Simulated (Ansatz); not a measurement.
CdF2 in Ansatz: the effect of functional

Crystal: CdF2.

```
Cd F
1.0
     0.00000    2.69400    2.69400
     2.69400    0.00000    2.69400
     2.69400    2.69400    0.00000
Cd F
1 2
Direct
  0.00000 0.00000 0.00000
  0.75000 0.75000 0.75000
  0.25000 0.25000 0.25000
```

Alike in all runs:

```yaml
Program: Ansatz 0.2.0
Task: band structure
Potentials_or_basis: Ansatz PAW
k_mesh: 5 × 5 × 5
Occupations: fermi-dirac, width 0.05 eV
Spin: no spin polarisation
```

```tsv
functional	cutoff	gap on the mesh (eV)	pressure (GPa)
LDA	420 eV (not typed: the program's choice for these potentials)	2.89	-5.7
PBE	420 eV (not typed: the program's choice for these potentials)	3.18	5.5
PBEsol	420 eV (not typed: the program's choice for these potentials)	3.02	-0.2
RPBE	420 eV (not typed: the program's choice for these potentials)	3.39	10.3
revPBE	420 eV (not typed: the program's choice for these potentials)	3.34	9.0
BLYP	420 eV (not typed: the program's choice for these potentials)	3.23	8.6
r2SCAN	500 eV (not typed: the program's choice for these potentials)	3.88	0.0
HSE06	420 eV (not typed: the program's choice for these potentials)	5.30	1.8
PBE0	420 eV (not typed: the program's choice for these potentials)	6.05	1.5
r2SCAN0	500 eV (not typed: the program's choice for these potentials)	?	?
```

Q: What does the run with functional r2SCAN0 give?

A: gap on the mesh 6.52 eV; pressure -1.9 GPa.

Caveats: the k mesh misses the band edges, so the gap on the mesh is wider than the one along the path; the PAW data sets come from PBE, with cores solved anew for the run's functional, which leaves a small shift of forces and pressure (some runs); the thresholds are loose for stress (some runs).
